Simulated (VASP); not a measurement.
# Adsorption of CH4 on the (1 1 1) face of Ti

Does CH4 stick to the (1 1 1) face of Ti, and does it stay whole? The molecule starts over a bridge site, flat. The start is a cell from a database of measured crystal structures.

Program: VASP 6.6.1. Level of theory: RPBE with D3(BJ); plane waves and PAW (Ti), in the first sound run; inputs show where later runs differ. Results are calculated unless marked as measured.

It derives from a form of Ti that is not the ambient one, so the starting crystal is not the ambient structure.

### Step 1. Set-up

The cell holds 12 atoms: 12 Ti. Cell: a = 5.742 Å, b = 5.742 Å, c = 24.493 Å, α = 90.0°, β = 90.0°, γ = 120.0°. It derives from Ti. The (1 1 1) slab of Ti, cut from the database cell. Vacuum lies along c.

As a file:

```cif
data_structure
_symmetry_space_group_name_H-M 'P 1'
_symmetry_Int_Tables_number 1
_cell_length_a 5.7417
_cell_length_b 5.7417
_cell_length_c 24.4928
_cell_angle_alpha 90.000
_cell_angle_beta 90.000
_cell_angle_gamma 120.000
_cell_volume 699.28
loop_
_atom_site_label
_atom_site_type_symbol
_atom_site_fract_x
_atom_site_fract_y
_atom_site_fract_z
_atom_site_occupancy
Ti1 Ti 0.33333 0.16667 0.32785 1
Ti2 Ti 0.33333 0.66667 0.32785 1
Ti3 Ti 0.83333 0.16667 0.32785 1
Ti4 Ti 0.83333 0.66667 0.32785 1
Ti5 Ti 0.66667 0.33333 0.42356 1
Ti6 Ti 0.66667 0.83333 0.42356 1
Ti7 Ti 0.16667 0.33333 0.42356 1
Ti8 Ti 0.16667 0.83333 0.42356 1
Ti9 Ti 0.00000 0.50000 0.51926 1
Ti10 Ti 0.00000 0.00000 0.51926 1
Ti11 Ti 0.50000 0.50000 0.51926 1
Ti12 Ti 0.50000 0.00000 0.51926 1
```

### Step 2. Surface relaxation

The free atoms relax, while those held by selective dynamics keep their cut positions.

Input file INCAR:

```
SYSTEM = Ti
PREC = Normal
ENCUT = 400
EDIFF = 1E-05
NELM = 120
ISMEAR = 0
SIGMA = 0.05
LREAL = Auto
ALGO = Fast
GGA = RP
IVDW = 12
NBANDS = 36
LORBIT = 11
LWAVE = .FALSE.
LCHARG = .FALSE.
KPAR = 4
IBRION = 2
NSW = 40
ISIF = 2
EDIFFG = -0.03
POTIM = 0.4
MAXMIX = 40
IDIPOL = 3
LDIPOL = .TRUE.
DIPOL = 0.5 0.5 0.424
```

Input file POSCAR:

```
Ti
1.0
    5.7417070632      0.0000000000      0.0000000000
   -2.8708535316      4.9724641778      0.0000000000
    0.0000000000      0.0000000000     24.4927841858
Ti
12
Selective dynamics
Direct
    0.3333333300      0.1666666700      0.3278516600  F F F
    0.3333333300      0.6666666700      0.3278516600  F F F
    0.8333333300      0.1666666700      0.3278516600  F F F
    0.8333333300      0.6666666700      0.3278516600  F F F
    0.6666666700      0.3333333300      0.4235550400  T T T
    0.6666666700      0.8333333300      0.4235550400  T T T
    0.1666666700      0.3333333300      0.4235550400  T T T
    0.1666666700      0.8333333300      0.4235550400  T T T
    0.0000000000      0.5000000000      0.5192584100  T T T
    0.0000000000      0.0000000000      0.5192584100  T T T
    0.5000000000      0.5000000000      0.5192584100  T T T
    0.5000000000      0.0000000000      0.5192584100  T T T
```

Input file KPOINTS:

```
Automatic mesh
0
Gamma
6 6 1
0 0 0
```

PAW data sets: Ti (PBE family, release 64).

Launch:

```
$ mpirun -np 4 vasp_std
```

Output:

```text
[banner, memory and clock lines left out]
running    4 mpi-ranks, on    1 nodes
 distrk:  each k-point on    1 cores,    4 groups
 distr:  one band on    1 cores,    1 groups

 POSCAR found type information on POSCAR Ti
 POSCAR found :  1 types and      12 ions
|                                                                             |
|               ----> ADVICE to this user running VASP <----                  |
|                                                                             |
|     You enforced a specific xc type in the INCAR file but a different       |
|     [... a line on the potential file left out ...]
|     I HOPE YOU KNOW WHAT YOU ARE DOING!                                     |
|                                                                             |

 LDA part: xc-table for (Slater+PW92), standard interpolation
 POSCAR, INCAR and KPOINTS ok, starting setup
 FFT: planning ... GRIDC
 FFT: planning ... GRID_SOFT
 FFT: planning ... GRID
 WAVECAR not read
 entering main loop
       N       E                     dE             d eps       ncg     rms          rms(c)
DAV:   1     0.205270187508E+03    0.20527E+03   -0.12289E+04   504   0.792E+02
DAV:   2    -0.635847155005E+02   -0.26885E+03   -0.25329E+03   528   0.193E+02
DAV:   3    -0.956640668225E+02   -0.32079E+02   -0.29687E+02   784   0.605E+01
DAV:   4    -0.978367679837E+02   -0.21727E+01   -0.20972E+01   784   0.182E+01
DAV:   5    -0.979456146814E+02   -0.10885E+00   -0.10636E+00   824   0.350E+00    0.368E+01
RMM:   6    -0.109709304780E+03   -0.11764E+02   -0.14801E+02   555   0.534E+01    0.239E+01
RMM:   7    -0.899856540714E+02    0.19724E+02   -0.12368E+02   526   0.652E+01    0.158E+01
RMM:   8    -0.904545022217E+02   -0.46885E+00   -0.26769E+01   535   0.270E+01    0.165E+01
RMM:   9    -0.818733260196E+02    0.85812E+01   -0.79773E+00   543   0.123E+01    0.725E+00
RMM:  10    -0.811557557018E+02    0.71757E+00   -0.29025E+00   563   0.655E+00    0.300E+00
RMM:  11    -0.810732284468E+02    0.82527E-01   -0.11356E+00   620   0.310E+00    0.139E+00
RMM:  12    -0.810724423250E+02    0.78612E-03   -0.16365E-01   565   0.157E+00    0.100E+00
RMM:  13    -0.810607618577E+02    0.11680E-01   -0.92448E-02   595   0.111E+00    0.255E-01
RMM:  14    -0.810610453397E+02   -0.28348E-03   -0.36687E-02   677   0.481E-01    0.155E-01
RMM:  15    -0.810600293290E+02    0.10160E-02   -0.82893E-03   594   0.309E-01    0.149E-01
RMM:  16    -0.810583698812E+02    0.16594E-02   -0.63444E-03   534   0.371E-01    0.125E-01
RMM:  17    -0.810576158948E+02    0.75399E-03   -0.18240E-03   540   0.214E-01    0.467E-02
RMM:  18    -0.810574630927E+02    0.15280E-03   -0.16735E-03   585   0.117E-01    0.976E-02
RMM:  19    -0.810575589933E+02   -0.95901E-04   -0.10004E-03   553   0.126E-01    0.217E-02
RMM:  20    -0.810579080038E+02   -0.34901E-03   -0.39709E-04   601   0.529E-02    0.220E-02
RMM:  21    -0.810580266832E+02   -0.11868E-03   -0.13683E-04   484   0.290E-02    0.109E-02
RMM:  22    -0.810581333629E+02   -0.10668E-03   -0.49454E-05   394   0.176E-02    0.427E-03
RMM:  23    -0.810581481767E+02   -0.14814E-04   -0.17967E-05   348   0.104E-02    0.409E-03
RMM:  24    -0.810581724325E+02   -0.24256E-04   -0.54762E-06   331   0.791E-03    0.205E-03
RMM:  25    -0.810581852679E+02   -0.12835E-04   -0.35007E-06   286   0.521E-03    0.107E-03
RMM:  26    -0.810581884878E+02   -0.32199E-05   -0.23676E-06   285   0.479E-03
   1 F= -.11596669E+03 E0= -.11594804E+03  d E =-.115967E+03
 curvature:   0.00 expect dE= 0.000E+00 dE for cont linesearch  0.000E+00
 trial: gam= 0.00000 g(F)=  0.468E+00 g(S)=  0.000E+00 ort = 0.000E+00 (trialstep = 0.100E+01)
 search vector abs. value=  0.468E+00
 bond charge predicted
       N       E                     dE             d eps       ncg     rms          rms(c)
DAV:   1    -0.811237737227E+02   -0.65588E-01   -0.14483E+01   512   0.142E+01    0.129E+00
RMM:   2    -0.811136674512E+02    0.10106E-01   -0.11737E-01   514   0.187E+00    0.119E+00
RMM:   3    -0.810953072022E+02    0.18360E-01   -0.15109E-01   554   0.143E+00    0.517E-01
RMM:   4    -0.810900749858E+02    0.52322E-02   -0.19562E-02   531   0.671E-01    0.291E-01
RMM:   5    -0.810885392659E+02    0.15357E-02   -0.91955E-03   570   0.321E-01    0.157E-01
RMM:   6    -0.810886356192E+02   -0.96353E-04   -0.48772E-03   607   0.192E-01    0.865E-02
RMM:   7    -0.810885983836E+02    0.37236E-04   -0.88613E-04   565   0.108E-01    0.626E-02
RMM:   8    -0.810885945767E+02    0.38070E-05   -0.37436E-04   614   0.466E-02    0.225E-02
RMM:   9    -0.810885998785E+02   -0.53019E-05   -0.70934E-05   454   0.236E-02
   2 F= -.11640276E+03 E0= -.11638398E+03  d E =-.436063E+00
[... from here on, the cycles between the ionic steps are left out ...]
   3 F= -.11724251E+03 E0= -.11722168E+03  d E =-.127581E+01
   4 F= -.11728781E+03 E0= -.11726789E+03  d E =-.132111E+01
   5 F= -.11761767E+03 E0= -.11759558E+03  d E =-.329864E+00
   6 F= -.11832951E+03 E0= -.11831381E+03  d E =-.104170E+01
   7 F= -.11755176E+03 E0= -.11754083E+03  d E =-.263956E+00
   8 F= -.11846103E+03 E0= -.11844926E+03  d E =-.117322E+01
   9 F= -.11846802E+03 E0= -.11845689E+03  d E =-.118021E+01
  10 F= -.11851723E+03 E0= -.11850446E+03  d E =-.492129E-01
  11 F= -.11851723E+03 E0= -.11850446E+03  d E =-.492154E-01
 curvature:  -1.04 expect dE=-0.233E-03 dE for cont linesearch -0.862E-08
 trial: gam= 0.03496 g(F)=  0.225E-03 g(S)=  0.000E+00 ort =-0.284E-04 (trialstep = 0.155E+01)
 search vector abs. value=  0.341E-03
 bond charge predicted
       N       E                     dE             d eps       ncg     rms          rms(c)
DAV:   1    -0.796436028770E+02   -0.13291E-01   -0.25506E-02   540   0.601E-01    0.785E-02
RMM:   2    -0.796434289144E+02    0.17396E-03   -0.23327E-04   509   0.101E-01    0.103E-02
RMM:   3    -0.796434421619E+02   -0.13247E-04   -0.81401E-05   508   0.252E-02    0.446E-03
RMM:   4    -0.796434446762E+02   -0.25143E-05   -0.10248E-05   307   0.153E-02
  12 F= -.11851749E+03 E0= -.11850462E+03  d E =-.262363E-03
 trial-energy change:   -0.000262  1 .order   -0.000295   -0.000346   -0.000245
 step:   5.3111(harm=  5.3111)  dis= 0.00730  next Energy=  -118.517826 (dE=-0.594E-03)
 reached required accuracy - stopping structural energy minimisation
```

Elapsed: 1.9 min, on 4 MPI ranks of AMD EPYC 9R45, shared host; peak memory 1.5 GiB.

Lines that name or quote the potential files are left out of all logs, and their timing lines are given in words.

OUTCAR, selected parts (step 2):

```text
ion  position               nearest neighbor table
   1  0.333  0.167  0.328-   2 2.87   4 2.87   2 2.87   4 2.87   3 2.87   3 2.87   7 2.87   8 2.87
                             5 2.87
   2  0.333  0.667  0.328-   1 2.87   3 2.87   1 2.87   3 2.87   4 2.87   4 2.87   8 2.87   7 2.87
                             6 2.87
   3  0.833  0.167  0.328-   2 2.87   4 2.87   4 2.87   2 2.87   1 2.87   1 2.87   5 2.87   6 2.87
                             7 2.87
   4  0.833  0.667  0.328-   1 2.87   3 2.87   3 2.87   1 2.87   2 2.87   2 2.87   6 2.87   5 2.87
                             8 2.87
   5  0.667  0.333  0.424-  12 2.87   9 2.87  11 2.87   8 2.87   6 2.87   6 2.87   8 2.87   7 2.87
                             7 2.87   3 2.87   4 2.87   1 2.87
   6  0.667  0.833  0.424-  11 2.87  10 2.87  12 2.87   7 2.87   5 2.87   5 2.87   7 2.87   8 2.87
                             8 2.87   4 2.87   3 2.87   2 2.87
   7  0.167  0.333  0.424-  10 2.87  11 2.87   9 2.87   8 2.87   6 2.87   8 2.87   6 2.87   5 2.87
                             5 2.87   1 2.87   2 2.87   3 2.87
   8  0.167  0.833  0.424-   9 2.87  12 2.87  10 2.87   7 2.87   5 2.87   7 2.87   5 2.87   6 2.87
                             6 2.87   2 2.87   1 2.87   4 2.87
   9  0.000  0.500  0.519-   8 2.87   5 2.87   7 2.87  10 2.87  12 2.87  10 2.87  12 2.87  11 2.87
                            11 2.87
  10  0.000  0.000  0.519-   7 2.87   6 2.87   8 2.87   9 2.87  11 2.87   9 2.87  11 2.87  12 2.87
                            12 2.87
  11  0.500  0.500  0.519-   6 2.87   7 2.87   5 2.87  10 2.87  12 2.87  12 2.87  10 2.87   9 2.87
                             9 2.87
  12  0.500  0.000  0.519-   5 2.87   8 2.87   6 2.87   9 2.87  11 2.87  11 2.87   9 2.87  10 2.87
                            10 2.87

  LATTYP: Found a hexagonal cell.
 ALAT       =     5.7417070632
 C/A-ratio  =     4.2657669429

 Subroutine GETGRP returns: Found 12 space group operations
 (whereof  6 operations were pure point group operations)

The static configuration has the point symmetry C_3v.
 The point group associated with its full space group is D_3d.

 Found      7 irreducible k-points:

   k-points           NKPTS =      7   k-points in BZ     NKDIM =      7   number of bands    NBANDS=     36

   dimension x,y,z NGX =    28 NGY =   28 NGZ =  120
   dimension x,y,z NGXF=    56 NGYF=   56 NGZF=  240

   ENCUT  =  400.0 eV  29.40 Ry    5.42 a.u.   9.36  9.36 39.94*2*pi/ulx,y,z

   NELECT =      48.0000    total number of electrons

 k-points in reciprocal lattice and weights: Automatic mesh
   0.00000000  0.00000000  0.00000000       0.028
   0.16666667  0.00000000  0.00000000       0.167
   0.33333333  0.00000000  0.00000000       0.167
   0.50000000  0.00000000  0.00000000       0.083
   0.16666667  0.16666667  0.00000000       0.167
   0.33333333  0.16666667  0.00000000       0.333
   0.33333333  0.33333333  0.00000000       0.056

 Edisp (eV)  -38.88692

 dipolmoment           0.000000      0.000000      0.001105 electrons x Angstroem

 average (electrostatic) potential at core
       1 -31.8971       2 -31.8971       3 -31.8971       4 -31.8971       5 -31.3096
       6 -31.3096       7 -31.3096       8 -31.3096       9 -31.8994      10 -31.8994
      11 -31.8994      12 -31.8994

 E-fermi :  -2.1433

 k-point     1 :       0.0000    0.0000    0.0000
  band No.  band energies     occupation
    ...
     16      -2.9932      2.00000
     17      -2.9932      2.00000
     18      -2.9932      2.00000
     19      -2.2486      1.99709
     20      -2.2440      1.99561
     21      -1.6839      0.00000
     22      -1.6839      0.00000
     23      -1.6423      0.00000
     24      -1.6423      0.00000
     25      -1.6423      0.00000
    ...

 k-point     2 :       0.1667    0.0000    0.0000
  band No.  band energies     occupation
    ...
     16      -2.9745      2.00000
     17      -2.9745      2.00000
     18      -2.9728      2.00000
     19      -2.3650      2.00000
     20      -2.2593      1.99896
     21      -1.9281      0.00000
     22      -1.9281      0.00000
     23      -1.8804      0.00000
     24      -1.8144      0.00000
     25      -1.6076      0.00000
    ...

 k-point     3 :       0.3333    0.0000    0.0000
  band No.  band energies     occupation
    ...
     20      -2.5328      2.00000
     21      -2.3918      2.00000
     22      -2.3918      2.00000
     23      -2.1907      1.81949
     24      -2.1379      0.87929
     25      -2.0164      0.00033
     26      -2.0164      0.00033
     27      -1.9926      0.00002
     28      -1.7445      0.00000
     29      -1.6930      0.00000
    ...

 Edisp (eV)  -38.87405

  Total     -30.06488   -30.06488     0.10533     0.00000     0.00000    -0.00000
  in kB     -68.88414   -68.88414     0.24133     0.00000     0.00000    -0.00000
  external pressure =      -45.84 kB  Pullay stress =        0.00 kB

  energy-cutoff  :      400.00
  volume of cell :      699.28
      direct lattice vectors                 reciprocal lattice vectors
     5.741707063  0.000000000  0.000000000     0.174164232  0.100553766  0.000000000
    -2.870853532  4.972464178  0.000000000     0.000000000  0.201107532  0.000000000
     0.000000000  0.000000000 24.492784186     0.000000000  0.000000000  0.040828351

 POSITION                                       TOTAL-FORCE (eV/Angst)
 -----------------------------------------------------------------------------------
      1.43543      0.82874      8.03000        -0.000000      0.000000     -0.032215
     -0.00000      3.31498      8.03000        -0.000000      0.000000     -0.032215
      4.30628      0.82874      8.03000         0.000000      0.000000     -0.032215
      2.87085      3.31498      8.03000         0.000000      0.000000     -0.032215
      2.87085      1.65749     10.04378         0.000000     -0.000000      0.024569
      1.43543      4.14372     10.04378        -0.000000     -0.000000      0.024569
      0.00000      1.65749     10.04378         0.000000     -0.000000      0.024569
     -1.43543      4.14372     10.04378        -0.000000     -0.000000      0.024569
     -1.43543      2.48623     12.06195         0.000000     -0.000000      0.007646
      0.00000      0.00000     12.06195        -0.000000     -0.000000      0.007646
      1.43543      2.48623     12.06195        -0.000000     -0.000000      0.007646
      2.87085      0.00000     12.06195        -0.000000     -0.000000      0.007646
 -----------------------------------------------------------------------------------
    total drift:                                0.000000      0.000000     -0.001930

  FREE ENERGIE OF THE ION-ELECTRON SYSTEM (eV)
  ---------------------------------------------------
  free  energy   TOTEN  =      -118.5174949704 eV

  energy  without entropy=     -118.4917530086  energy(sigma->0) =     -118.50462399

 reached required accuracy - stopping structural energy minimisation

 vacuum level on the upper side and lower side of the slab         2.350         2.346

 total charge
# of ion       s       p       d       tot
------------------------------------------
    1        0.598   0.477   2.509   3.584
    2        0.598   0.477   2.509   3.584
    3        0.598   0.477   2.509   3.584
    4        0.598   0.477   2.509   3.584
    5        0.640   0.697   2.705   4.043
    6        0.640   0.697   2.705   4.043
    7        0.640   0.697   2.705   4.043
    8        0.640   0.697   2.705   4.043
    9        0.597   0.477   2.507   3.580
   10        0.597   0.477   2.507   3.580
   11        0.597   0.477   2.507   3.580
   12        0.597   0.477   2.507   3.580
--------------------------------------------------
tot          7.340   6.604  30.884  44.829

[... 3 further parts left out ...]
```

CONTCAR:

```
Ti
   1.00000000000000
     5.7417070631999998    0.0000000000000000    0.0000000000000000
    -2.8708535315999999    4.9724641778000001    0.0000000000000000
     0.0000000000000000    0.0000000000000000   24.4927841858000015
  Ti
    12
Selective dynamics
Direct
     0.3333333300000021    0.1666666699999979    0.3278516600000003   F   F   F
     0.3333333300000021    0.6666666699999979    0.3278516600000003   F   F   F
     0.8333333300000021    0.1666666699999979    0.3278516600000003   F   F   F
     0.8333333300000021    0.6666666699999979    0.3278516600000003   F   F   F
     0.6666666699999979    0.3333333300000021    0.4100708963582317   T   T   T
     0.6666666699999979    0.8333333300000021    0.4100708963582317   T   T   T
     0.1666666699999979    0.3333333300000021    0.4100708963582317   T   T   T
     0.1666666699999979    0.8333333300000021    0.4100708963582317   T   T   T
     0.0000000000000000    0.5000000000000000    0.4924694606214526   T   T   T
     0.0000000000000000    0.0000000000000000    0.4924694606214526   T   T   T
     0.5000000000000000    0.5000000000000000    0.4924694606214526   T   T   T
     0.5000000000000000    0.0000000000000000    0.4924694606214526   T   T   T
```

The PAW data sets were made with PBE, which is usual practice but a small mismatch for other functionals. Dispersion corrections of this kind ignore metallic screening and tend to overbind metals. The data set Ti keeps the semicore shell frozen, which is cheaper and a little less accurate. The run keeps the 6 symmetry operations of its start, so it cannot find a distortion of lower symmetry.

Relaxation path:

| step | energy less that of the first step (eV) | largest force (eV/Å) |
| --- | --- | --- |
| 1 | 0.0000 | 1.7403 |
| 2 | -0.4361 | 1.5126 |
| 3 | -1.2758 | 1.1553 |
| 4 | -1.3211 | 1.8306 |
| 5 | -1.6510 | 1.6914 |
| 6 | -2.3628 | 1.0427 |
| 7 | -1.5851 | 1.3733 |
| 8 | -2.4943 | 0.6025 |
| 9 | -2.5013 | 0.4772 |
| 10 | -2.5505 | 0.0348 |
| 11 | -2.5505 | 0.0371 |
| 12 | -2.5508 | 0.0246 |

The atoms that moved most (Å):

| atom | dx | dy | dz | length |
| --- | --- | --- | --- | --- |
| Ti12 | 0.000 | 0.000 | -0.656 | 0.656 |
| Ti11 | 0.000 | 0.000 | -0.656 | 0.656 |
| Ti10 | 0.000 | 0.000 | -0.656 | 0.656 |
| Ti9 | 0.000 | 0.000 | -0.656 | 0.656 |
| Ti8 | 0.000 | 0.000 | -0.330 | 0.330 |
| Ti7 | 0.000 | 0.000 | -0.330 | 0.330 |
| Ti6 | 0.000 | 0.000 | -0.330 | 0.330 |
| Ti5 | 0.000 | 0.000 | -0.330 | 0.330 |

The relaxed structure:

```cif
data_structure
_symmetry_space_group_name_H-M 'P 1'
_symmetry_Int_Tables_number 1
_cell_length_a 5.7417
_cell_length_b 5.7417
_cell_length_c 24.4928
_cell_angle_alpha 90.000
_cell_angle_beta 90.000
_cell_angle_gamma 120.000
_cell_volume 699.28
loop_
_atom_site_label
_atom_site_type_symbol
_atom_site_fract_x
_atom_site_fract_y
_atom_site_fract_z
_atom_site_occupancy
Ti1 Ti 0.33333 0.16667 0.32785 1
Ti2 Ti 0.33333 0.66667 0.32785 1
Ti3 Ti 0.83333 0.16667 0.32785 1
Ti4 Ti 0.83333 0.66667 0.32785 1
Ti5 Ti 0.66667 0.33333 0.41007 1
Ti6 Ti 0.66667 0.83333 0.41007 1
Ti7 Ti 0.16667 0.33333 0.41007 1
Ti8 Ti 0.16667 0.83333 0.41007 1
Ti9 Ti 0.00000 0.50000 0.49247 1
Ti10 Ti 0.00000 0.00000 0.49247 1
Ti11 Ti 0.50000 0.50000 0.49247 1
Ti12 Ti 0.50000 0.00000 0.49247 1
```

Numbers from this step:

```yaml
electronic_cycles: 155
electrons: 48
free_energy_toten: -118.5175 eV
energy_at_zero_smearing: -118.5046 eV
fermi_energy: -2.143 eV
labelled_metallic_from_the_levels_on_this_mesh: yes
dipole_moment: 0, 0, 0.001105 e·Å
```

The run ended after 12 ionic steps, 2.551 eV below its first step, once the forces on the free atoms met EDIFFG = -0.03.

Only the dipole across the slab is computed (IDIPOL = 3); zeros along the plane are no results.

(Part 1 of 5 ends here.)

[Lines on the potential files, build, host, timing and source positions are cut from VASP's logs without a mark.]

[Logs are printed without paths, hosts, clocks, repeated set-up lines and the standing remarks that a program may print on its own settings, such as how far it seeks lower states.]

[Hosts, paths, dates, database ids (printed as entryN), source tags and the programs' standing remarks are cut or masked in the printed files.]

[Runs that stopped without an error message from VASP are left out.]

[In band tables of VASP the shares of atoms and orbitals are scaled to a sum of 1 inside the atoms' spheres.]
